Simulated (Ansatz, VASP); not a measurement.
**BN in VASP and in Ansatz**

```xyz
8
Lattice="1.6438 -4.7155 0.0000 1.6438 4.7155 0.0000 -1.1929 0.0000 4.1817" Properties=species:S:1:pos:R:3 pbc="T T T"
N     0.4863   -0.6219    3.4336
N     1.0827    0.6219    1.3427
N     1.5070   -1.8513    1.4251
N     0.9105    1.8513    3.5159
B     0.0352   -1.8259    4.1475
B     0.6317    1.8259    2.0567
B     1.0485   -0.6226    2.0917
B     1.6449    0.6226    0.0009
```

The cell comes from a database or a generator and needn't be the stable form of this composition.

Alike in both runs: task single point; functional PBE; k mesh 9 × 9 × 7; occupations fermi-dirac, width 0.05 eV; no spin polarisation.

```csv
,VASP,Ansatz
version,VASP 6.6.1,Ansatz 0.2.0
potentials or method,"VASP PAW PBE potentials, release 64 (N, B)",Ansatz PAW
plane-wave cutoff (eV),520,420
valence electrons in the cell,32,32
```

Ansatz gave:

| Quantity | Value |
| --- | --- |
| gap on the k mesh at the Fermi level (eV) | 3.45 |
| least direct gap on the mesh (eV) | 4.01 |
| pressure (GPa) | 0.0 |
| largest component of the traceless stress (GPa) | 0.19 |
| rms of the force components (eV/Å) | 0.005 |

Problem. What did VASP give for the same quantities?

Solution. gap on the k mesh at the Fermi level (eV): 3.44; least direct gap on the mesh (eV): 4.00; pressure (GPa): 0.1; largest component of the traceless stress (GPa): 0.02; rms of the force components (eV/Å): 0.002.

Atom by atom the forces differ by 0.004 eV/Å (rms over components).

Caveats: an odd mesh through Γ misses points on the zone boundary, where band edges often lie (VASP); odd divisions of the mesh miss points on the zone boundary, where band edges often lie, so the gap on the mesh can be too wide (Ansatz); the pressure holds a Pulay correction of +0.7 GPa for the finite cutoff (Ansatz). A hybrid or GW would open this gap; PBE tends to underestimate it.
